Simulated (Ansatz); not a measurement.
Geometry optimisation in Ansatz: input, command and trajectory.

```yaml
crystal:
  lattice:
    - [3.8587963088, 0.0, 0.0]
    - [-1.9293981544, 3.3418156314, 0.0]
    - [0.0, 0.0, 5.1280483032]
  atoms:
    - { symbol: Ni, position: [0.6666666667, 0.3333333333, 0.25] }
    - { symbol: Ni, position: [0.3333333333, 0.6666666667, 0.75] }
    - { symbol: Ni, position: [0.0, 0.0, 0.0] }
    - { symbol: Ni, position: [0.0, 0.0, 0.5] }
    - { symbol: Ge, position: [0.6666666667, 0.3333333333, 0.75] }
    - { symbol: Ge, position: [0.3333333333, 0.6666666667, 0.25] }
basis:
  ecutwfc: 500
kpoints:
  mp_grid: { grid: [12, 12, 8] }
hamiltonian:
  xc: r2scan
scf:
  occupations: { method: gaussian, width: 0.1 }
output:
  forces: true
  stress: true
  eigenvalues: true
  write_density: true
  write_potential: true
  elf: true
  volumetric_format: npy
relax:
  adjacent_minimum: "off"
  f_tol: 0.008
  max_steps: 40
  cell: { stress_tol: 0.015, fix: [a, b, gamma] }
```

```bash
ansatz run input.yaml --threads 1 --pin off --max-ram 2560MiB --backend cpu --events-out ev --progress --plain --runs-dir out
```

Level of theory: DFT r2SCAN, scalar-relativistic, plane waves, PAW in Ansatz 0.2.0.

Of 7 frames 6 are shown, positions in Å and forces in eV/Å; the SCF threshold varies from step to step. Steps run on the plane waves of an earlier cell, with a Pulay correction in the pressure. The basis is chosen afresh for the last frame, the zero of the energies, and at times for earlier ones too; energy and pressure step there, also at an unchanged geometry. Spin polarisation was left out; whether the Ni atoms would carry moments isn't shown by this run.

```xyz
6
Lattice="3.8588 0.0000 0.0000 -1.9294 3.3418 0.0000 0.0000 0.0000 5.1280" Properties=species:S:1:pos:R:3:forces:R:3 pbc="T T T" step=1 free_energy_over_end_meV_per_atom=0.74 pressure_GPa=11.36
Ni    1.9294    1.1139    1.2820    0.0000    0.0000    0.0000
Ni    0.0000    2.2279    3.8460    0.0000    0.0000    0.0000
Ni    0.0000    0.0000    0.0000    0.0000    0.0000    0.0000
Ni    0.0000    0.0000    2.5640    0.0000    0.0000    0.0000
Ge    1.9294    1.1139    3.8460    0.0000    0.0000    0.0000
Ge    0.0000    2.2279    1.2820    0.0000    0.0000    0.0000
6
Lattice="3.8588 0.0000 0.0000 -1.9294 3.3418 0.0000 0.0000 0.0000 5.1495" Properties=species:S:1:pos:R:3:forces:R:3 pbc="T T T" step=2 free_energy_over_end_meV_per_atom=0.25 pressure_GPa=10.54
Ni    1.9294    1.1139    1.2874    0.0000    0.0000    0.0000
Ni    0.0000    2.2279    3.8621    0.0000    0.0000    0.0000
Ni    0.0000    0.0000    0.0000    0.0000    0.0000    0.0000
Ni    0.0000    0.0000    2.5748    0.0000    0.0000    0.0000
Ge    1.9294    1.1139    3.8621    0.0000    0.0000    0.0000
Ge    0.0000    2.2279    1.2874    0.0000    0.0000    0.0000
6
Lattice="3.8588 0.0000 0.0000 -1.9294 3.3418 0.0000 0.0000 0.0000 5.1725" Properties=species:S:1:pos:R:3:forces:R:3 pbc="T T T" step=3 free_energy_over_end_meV_per_atom=0.10 pressure_GPa=9.68
Ni    1.9294    1.1139    1.2931    0.0000    0.0000    0.0000
Ni    0.0000    2.2279    3.8794    0.0000    0.0000    0.0000
Ni    0.0000    0.0000    0.0000    0.0000    0.0000    0.0000
Ni    0.0000    0.0000    2.5863    0.0000    0.0000    0.0000
Ge    1.9294    1.1139    3.8794    0.0000    0.0000    0.0000
Ge    0.0000    2.2279    1.2931    0.0000    0.0000    0.0000
6
Lattice="3.8588 0.0000 0.0000 -1.9294 3.3418 0.0000 0.0000 0.0000 5.1734" Properties=species:S:1:pos:R:3:forces:R:3 pbc="T T T" step=4 free_energy_over_end_meV_per_atom=0.10 pressure_GPa=9.65
Ni    1.9294    1.1139    1.2933    0.0000    0.0000    0.0000
Ni    0.0000    2.2279    3.8800    0.0000    0.0000    0.0000
Ni    0.0000    0.0000    0.0000    0.0000    0.0000    0.0000
Ni    0.0000    0.0000    2.5867    0.0000    0.0000    0.0000
Ge    1.9294    1.1139    3.8800    0.0000    0.0000    0.0000
Ge    0.0000    2.2279    1.2933    0.0000    0.0000    0.0000
6
Lattice="3.8588 0.0000 0.0000 -1.9294 3.3418 0.0000 0.0000 0.0000 5.1734" Properties=species:S:1:pos:R:3:forces:R:3 pbc="T T T" step=5 free_energy_over_end_meV_per_atom=0.00 pressure_GPa=9.66
Ni    1.9294    1.1139    1.2933    0.0000    0.0000    0.0000
Ni    0.0000    2.2279    3.8800    0.0000    0.0000    0.0000
Ni    0.0000    0.0000    0.0000    0.0000    0.0000    0.0000
Ni    0.0000    0.0000    2.5867    0.0000    0.0000    0.0000
Ge    1.9294    1.1139    3.8800    0.0000    0.0000    0.0000
Ge    0.0000    2.2279    1.2933    0.0000    0.0000    0.0000
6
Lattice="3.8588 0.0000 0.0000 -1.9294 3.3418 0.0000 0.0000 0.0000 5.1736" Properties=species:S:1:pos:R:3:forces:R:3 pbc="T T T" step=7 free_energy_over_end_meV_per_atom=0.00 pressure_GPa=9.65
Ni    1.9294    1.1139    1.2934    0.0000    0.0000    0.0000
Ni    0.0000    2.2279    3.8802    0.0000    0.0000    0.0000
Ni    0.0000    0.0000    0.0000    0.0000    0.0000    0.0000
Ni    0.0000    0.0000    2.5868    0.0000    0.0000    0.0000
Ge    1.9294    1.1139    3.8802    0.0000    0.0000    0.0000
Ge    0.0000    2.2279    1.2934    0.0000    0.0000    0.0000
```

The run took 6.7 min on 1 thread of Arm Neoverse V1, on a shared host, peak memory 0.78 GiB.